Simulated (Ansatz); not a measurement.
OH in its lowest state found on the top face of a (100) slab of Ti (Fm-3m (No. 225)), 4 planes, outer planes Ti (top) and Ti (bottom); 1 a cell of 8.22 Å², its atoms last:

```xyz
6
Lattice="2.8679 0.0000 0.0000 0.0000 2.8679 0.0000 0.0000 0.0000 25.9638" Properties=species:S:1:pos:R:3 pbc="T T T"
Ti    1.4340    1.4340    8.5000
Ti    0.0000    0.0000   10.5279
Ti    1.4317    1.4349   12.5991
Ti   -0.0187    0.0016   14.6210
O     0.0166    1.4350   16.0697
H     0.8445    1.4343   16.6017
```

Computed with DFT PBEsol, scalar-relativistic, plane waves, PAW (Ansatz 0.2.0). Settings: cutoff 420 eV, Γ-centred mesh 10×10×1 on the computed 6-atom cell, Gaussian smearing of 0.10 eV; no spin polarisation. A dipole correction removes the field between periodic images along c.

The clean top face has a work function of 4.17 eV. Adsorption changes the slab's dipole along +c by Δp = +0.0466 e·Å a cell (+0.22 D an adsorbate).

Q: What change of work function does the Helmholtz equation give?

A: A sheet of dipoles makes a step in an electron's potential energy of −e·Δp/(ε0·A), and e/ε0 = 180.95 eV·Å for Δp in e·Å: −180.95 × (0.0466)/8.22 = -1.03 eV. This is the change of φ(top) − φ(bottom). If the bottom face is unmoved, φ(top) becomes 3.15 eV.

Q: How does that compare with the calculation?

A: φ(top) changes by -1.04 eV and φ(bottom) by -0.01 eV, so their difference changes by -1.03 eV. The bottom face hardly moves.

Q: What does the sign say about the electrons?

A: The change of dipole points out of the surface, so the work function falls. The molecule's own dipole can set this sign. Δp also holds the adsorbate's own dipole and the moves of the surface atoms, so it isn't a charge transfer alone.

Spin polarisation was left out, and a magnetic state may lie lower.

The reference crystal is the fcc form of Ti, which isn't its usual structure.